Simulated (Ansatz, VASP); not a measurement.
# SrO: VASP beside Ansatz

```
CELL_PARAMETERS angstrom
0.00000 2.79169 2.17752
2.79169 0.00000 2.17752
2.79169 2.79169 0.00000
ATOMIC_POSITIONS crystal
Sr 0.00000 0.00000 0.00000
O 0.50000 0.50000 0.50000
```

Alike in both runs: task single point; functional PBE; k mesh 8 × 8 × 8; occupations gaussian, width 0.05 eV; no spin polarisation.

|  | VASP | Ansatz |
| --- | --- | --- |
| version | VASP 6.6.1 | Ansatz 0.2.0 |
| potentials or method | VASP PAW PBE potentials, release 64 (Sr_sv, O) | scalar-relativistic, plane waves, PAW |
| plane-wave cutoff (eV) | 520 | 420 |
| valence electrons in the cell | 16 | 16 |

|  | VASP | Ansatz | Ansatz less VASP |
| --- | --- | --- | --- |
| gap on the k mesh at the Fermi level (eV) | 1.43 | 1.51 | +0.079 |
| least direct gap on the mesh (eV) | 1.48 | 1.54 | +0.060 |
| pressure (GPa) | 19.8 | 18.6 | -1.27 |
| largest component of the traceless stress (GPa) | 43.89 | 41.62 | -2.268 |

Caveats: so large a pressure means that the cell lies far from this level's equilibrium, or that cutoff or potentials fall short (VASP). A k mesh can miss the band edges. PBE gaps usually lie below the measured ones, often by a third to a half.
